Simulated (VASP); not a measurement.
VASP 6.6.1 run: GaAs

INCAR

```
ISYM = -1
NELM = 120
LREAL = .FALSE.
IBRION = -1
ISIF = 2
LASPH = .TRUE.
ISMEAR = -5
ENCUT = 520
NBANDS = 16
PREC = Accurate
LWAVE = .FALSE.
GGA = PE
NSW = 0
SIGMA = 0.01
LCHARG = .FALSE.
EDIFF = 0.0001
```

KPOINTS

```
KPOINTS created by Atomic Simulation Environment
0
Gamma
4 4 4
0 0 0
```

POSCAR

```
Ga As
 1.0000000000000000
     0.0000000000000000    2.8047542445000002    2.8573279733999999
     2.8047542445000002    0.0000000000000000    2.8573279733999999
     2.8047542445000002    2.8047542445000002    0.0000000000000000
 Ga  As
   1   1
Cartesian
  0.0000000000000000  0.0000000000000000  0.0000000000000000
  1.4023771222500001  1.4023771222500001  1.4286639866999999
```

The recommended PBE PAW datasets give the neutral cell 18 valence electrons.

Command

```
mpirun -np 1 vasp_std
```

OSZICAR

```
N       E                     dE             d eps       ncg     rms          rms(c)
DAV:   1     0.831735191474E+02    0.83174E+02   -0.89057E+03  2088   0.154E+03
DAV:   2    -0.183029700531E+01   -0.85004E+02   -0.81257E+02  2432   0.306E+02
DAV:   3    -0.815393844945E+01   -0.63236E+01   -0.63039E+01  2352   0.654E+01
DAV:   4    -0.825092987695E+01   -0.96991E-01   -0.96976E-01  2648   0.903E+00
DAV:   5    -0.825224585178E+01   -0.13160E-02   -0.13159E-02  2424   0.941E-01    0.299E+00
DAV:   6    -0.808648179907E+01    0.16576E+00   -0.23818E-01  3184   0.835E+00    0.181E+00
DAV:   7    -0.806343449828E+01    0.23047E-01   -0.77297E-02  2792   0.194E+00    0.587E-01
DAV:   8    -0.806493532373E+01   -0.15008E-02   -0.12402E-02  2448   0.126E+00    0.123E-01
DAV:   9    -0.806548711811E+01   -0.55179E-03   -0.11756E-03  2408   0.411E-01    0.525E-02
DAV:  10    -0.806558017923E+01   -0.93061E-04   -0.81039E-05  2272   0.101E-01
   1 F= -.80655802E+01 E0= -.80655802E+01  d E =0.000000E+00
```

From OUTCAR

```
k-points           NKPTS =     64   k-points in BZ     NKDIM =     64   number of bands    NBANDS=     16

   NELECT =      18.0000    total number of electrons

   dimension x,y,z NGX =    30 NGY =   30 NGZ =   30
   dimension x,y,z NGXF=    60 NGYF=   60 NGZF=   60

  energy-cutoff  :      520.00
  volume of cell :       44.96
      direct lattice vectors                 reciprocal lattice vectors
     0.000000000  2.804754245  2.857327973    -0.178268738  0.178268738  0.174988662
     2.804754245  0.000000000  2.857327973     0.178268738 -0.178268738  0.174988662
     2.804754245  2.804754245  0.000000000     0.178268738  0.178268738 -0.174988662

 k-points in reciprocal lattice and weights: KPOINTS created by Atomic Simulation Env
   0.00000000  0.00000000  0.00000000       0.016
   0.25000000 -0.00000000  0.00000000       0.016
   0.50000000 -0.00000000  0.00000000       0.016
  -0.25000000  0.00000000  0.00000000       0.016
  -0.00000000  0.25000000  0.00000000       0.016
   0.25000000  0.25000000  0.00000000       0.016
   0.50000000  0.25000000  0.00000000       0.016
  -0.25000000  0.25000000  0.00000000       0.016
   ...

 E-fermi :   4.1221

 k-point     1 :       0.0000    0.0000    0.0000
  band No.  band energies     occupation
      1     -10.8544      2.00000
      2     -10.8493      2.00000
      3     -10.8493      2.00000
      4     -10.7738      2.00000
      5     -10.7708      2.00000
      6      -8.7386      2.00000
      7       3.9511      2.00000
      8       4.0624      2.00000
      9       4.0624      2.00000
     10       4.5669      0.00000
     11       7.7068      0.00000
     12       7.7068      0.00000
     13       7.7588      0.00000
     14      11.6055      0.00000
     15      13.9430      0.00000
     16      14.3150      0.00000

 k-point     2 :       0.2500   -0.0000    0.0000
  band No.  band energies     occupation
      1     -10.8934      2.00000
      2     -10.8413      2.00000
      3     -10.8381      2.00000
      4     -10.7739      2.00000
      5     -10.7699      2.00000
      6      -8.0402      2.00000
      7      -0.1368      2.00000
      8       3.2778      2.00000
      9       3.3972      2.00000
     10       5.4678      0.00000
     11       8.5745      0.00000
     12       8.6144      0.00000
     13       9.9977      0.00000
     14      12.8776      0.00000
     15      13.0787      0.00000
     16      13.0892      0.00000

 k-point     3 :       0.5000   -0.0000    0.0000
  band No.  band energies     occupation
      1     -10.9295      2.00000
      2     -10.8331      2.00000
      3     -10.8301      2.00000
      4     -10.7708      2.00000
      5     -10.7657      2.00000
      6      -6.9521      2.00000
      7      -2.6632      2.00000
      8       2.7924      2.00000
      9       2.9468      2.00000
     10       5.0112      0.00000
     11       8.5745      0.00000
     12       8.6953      0.00000
     13      11.7622      0.00000
     14      14.4545      0.00000
     15      15.8114      0.00000
     16      15.9662      0.00000

 ...

  Total        1.3475494      1.3475275      1.0199349     -0.0000310     -0.0000412     -0.0000100
  in kB       48.0259041     48.0251241     36.3499065     -0.0011038     -0.0014689     -0.0003574
  external PRESSURE =      44.1336449 kB  Pullay stress =       0.0000000 kB

 POSITION                                       TOTAL-FORCE (eV/Angst)
 -----------------------------------------------------------------------------------
      0.00000      0.00000      0.00000        -0.000041      0.000001      0.000023
      1.40238      1.40238      1.42866         0.000041     -0.000001     -0.000023
 -----------------------------------------------------------------------------------
    total drift:                               -0.000088      0.000003      0.000052

  FREE ENERGIE OF THE ION-ELECTRON SYSTEM (eV)
  ---------------------------------------------------
  free  energy   TOTEN  =        -8.0655801792 eV

  energy  without entropy=       -8.0655801792  energy(sigma->0) =       -8.06558018
```

It converged. Results: gap between bands v and c on the k mesh 0.50 eV; least direct gap on the k mesh 0.50 eV; pressure 4.4 GPa. Band v is the last that the valence electrons fill when counted band by band, and c is the next.

These settings aren't sound, so the numbers aren't properties of the crystal.

On sound settings PBE gives a gap of 0.52 eV on its mesh and a pressure of 3.8 GPa for the intended cell.

The run took about 35 s on one core of a shared host (Intel Xeon Platinum 8488C) and held 0.2 GiB at most.
